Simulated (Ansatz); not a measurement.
# CdI2: strong compression

Aim: compress CdI2 step by step, far beyond the usual range, and follow pressure and electronic structure. The runs shown use PAW. Its runs: shape and atoms relaxed at the given volume (PAW); volume scaled by 1 (PAW); shape and atoms relaxed at 0.8 of the volume (PAW); volume scaled by 0.8 (PAW); shape and atoms relaxed at 0.6 of the volume (PAW); volume scaled by 0.6 (PAW); shape and atoms relaxed at 0.5 of the volume (PAW); volume scaled by 0.5 (PAW).

Computed with Ansatz 0.2.0 (DFT, PBEsol, PAW with Ansatz's default frozen-core files, scalar-relativistic, unless a step's input says otherwise).

### 1 Starting point

It takes space group P-3m1 (No. 164, trigonal). The conventional cell has a = 4.244 Å, b = 4.244 Å, c = 6.859 Å, α = 90.00°, β = 90.00°, γ = 120.00°. Cd (site symmetry -3m) is surrounded by 6 I at 2.99 Å. Around I (site symmetry 3m) lie 3 Cd at 2.99 Å.

Structure file:

```cif
data_structure
_symmetry_space_group_name_H-M 'P 1'
_symmetry_Int_Tables_number 1
_cell_length_a 4.2440
_cell_length_b 4.2440
_cell_length_c 6.8590
_cell_angle_alpha 90.000
_cell_angle_beta 90.000
_cell_angle_gamma 120.000
_cell_volume 106.99
loop_
_atom_site_label
_atom_site_type_symbol
_atom_site_fract_x
_atom_site_fract_y
_atom_site_fract_z
_atom_site_occupancy
Cd1 Cd 0.00000 0.00000 0.00000 1
I1 I 0.33333 0.66667 0.24920 1
I2 I 0.66667 0.33333 0.75080 1
```

Whether this phase is the stable one at these pressures isn't tested.

Atoms are numbered in the order of the input: Cd1, I2, I3.

### 2 Shape and atoms relaxed at the given volume, PAW

Contents of input.yaml:

```yaml
crystal:
  lattice:
    - [4.244, 0.0, 0.0]
    - [-2.122, 3.6754118137, 0.0]
    - [0.0, 0.0, 6.859]
  atoms:
    - { symbol: Cd, position: [0.0, 0.0, 0.0] }
    - { symbol: I, position: [0.3333333333, 0.6666666667, 0.2492] }
    - { symbol: I, position: [0.6666666667, 0.3333333333, 0.7508] }
kpoints:
  mp_grid: { grid: [8, 8, 4] }
scf:
  occupations: { method: fermi_dirac, width: 0.03 }
hamiltonian:
  xc: pbesol
  pseudopotentials: { kind: paw }
output:
  forces: true
  stress: true
relax:
  f_tol: 0.01
  max_steps: 30
  cell: { stress_tol: 0.05, fix: [volume] }
```

Command:

```bash
ansatz run input.yaml --threads 1 --pin off --max-ram 3072MiB --backend cpu --events-out ev --progress --plain --runs-dir out
```

The runs that follow: Volume scaled by 1, PAW; Shape and atoms relaxed at 0.8 of the volume, PAW; Volume scaled by 0.8, PAW; Shape and atoms relaxed at 0.6 of the volume, PAW; Volume scaled by 0.6, PAW; Shape and atoms relaxed at 0.5 of the volume, PAW; Volume scaled by 0.5, PAW.

**Question.** What will these runs give? Wanted: PAW pressure at 0.5 of the volume; fitted bulk modulus at zero pressure.

**Answer**, as computed:

| quantity | value |
| --- | --- |
| PAW pressure at 0.5 of the volume | 76.5 GPa |
| fitted bulk modulus at zero pressure (PAW) | 25.4 GPa |
| its pressure derivative | 4.34 |

What this shows: At 0.5 of the starting volume PAW gives 77 GPa. A third-order Birch-Murnaghan curve fits the range only roughly (B₀ = 25.4 GPa, B′ = 4.34, misfit at most 1.18 GPa). A fit over so wide a range leans to the high pressures, so B₀ can be off by several per cent. The gap goes from 2.32 to none: pressure closes it at this level, in a cell held to this structure, which the real crystal may leave first. No all-electron run checks these rows here, and frozen cores can fail under such compression. The ions are at rest, and the electrons smeared by 0.03 eV. Spin-orbit coupling is left out, though the cell holds I; in elements this heavy it can shift bands and gaps by tenths of an eV.

These are semilocal Kohn-Sham gaps, which aren't the measured quantity. Such gaps usually fall short of the measured ones; spin-orbit coupling, left out here, narrows gaps with I, so the two errors partly cancel.
